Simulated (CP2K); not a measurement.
The system is Sc.

```
CELL_PARAMETERS angstrom
3.30900 0.00000 0.00000
-1.65450 2.86568 0.00000
0.00000 0.00000 5.27330
ATOMIC_POSITIONS crystal
Sc 0.66667 0.33333 0.75000
Sc 0.33333 0.66667 0.25000
```

Base run:

```yaml
Program: CP2K 2026.2
Functional: PBEsol
Dispersion: D4
Potentials_or_basis: POTENTIAL_UZH Sc GTH-PBE-q11; TZVP-MOLOPT-PBE-GTH basis
Density_cutoff: 6123 eV
k_mesh: 9 × 9 × 5
Occupations: fermi-dirac, width 0.05 eV
Spin: no spin polarisation
```

Its results: band gap on the k mesh none (metal or under the smearing width); pressure -3.8 GPa.

Task: The run is repeated on the same cell with these changes: dispersion from D4 to D3(BJ)+ATM. What comes out?

Result: Band gap on the k mesh none (metal or under the smearing width); pressure -5.3 GPa.

Caveats: the potentials were made for another functional, which shifts forces and pressure; the basis of atomic orbitals isn't converged, which shifts pressures, moduli and gaps; pairwise dispersion overbinds metals, which lowers pressure and volume.
